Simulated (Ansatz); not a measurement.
## Piezoelectric tensor of AlAs at 11 GPa (stress–strain coefficients)

Theory: DFT PBE, scalar-relativistic, plane waves, PAW (Ansatz 0.2.0). Cutoff 420 eV, 8×8×8 k-points (Γ-centred), fixed occupations. No spin polarisation.

The cell, relaxed at 11 GPa:
```yaml
crystal:
  lattice:
    - [0.00000, 2.74717, 2.74717]
    - [2.74717, 0.00000, 2.74717]
    - [2.74717, 2.74717, 0.00000]
  atoms:
    - { symbol: Al, position: [0.00000, 0.00000, 0.00000] }
    - { symbol: As, position: [0.75000, 0.75000, 0.75000] }
```

Q: Give the relaxed-ion proper piezoelectric stress tensor e_iJ (C/m², Voigt columns xx yy zz yz xz xy).

A:
```
x    0.000  0.000  0.000 -0.160  0.000  0.000
y    0.000  0.000  0.000  0.000 -0.160  0.000
z    0.000  0.000  0.000  0.000  0.000 -0.160
```
Signs follow the orientation of the cell as given.

Q: With the elastic constants (GPa, Voigt order)
```
143.6  94.4  94.4   0.0   0.0   0.0
 94.4 143.6  94.4   0.0   0.0   0.0
 94.4  94.4 143.6   0.0   0.0   0.0
  0.0   0.0   0.0  53.9   0.0   0.0
  0.0   0.0   0.0   0.0  53.9   0.0
  0.0   0.0   0.0   0.0   0.0  53.9
```
find the strain coefficients d = e·C⁻¹ (pC/N).

A:
```
x    0.00  0.00  0.00 -2.98  0.00  0.00
y    0.00  0.00  0.00  0.00 -2.98  0.00
z    0.00  0.00  0.00  0.00  0.00 -2.98
```

Cost: 1 run of about 1.1 core-minutes, on Arm Neoverse V1 (shared hosts).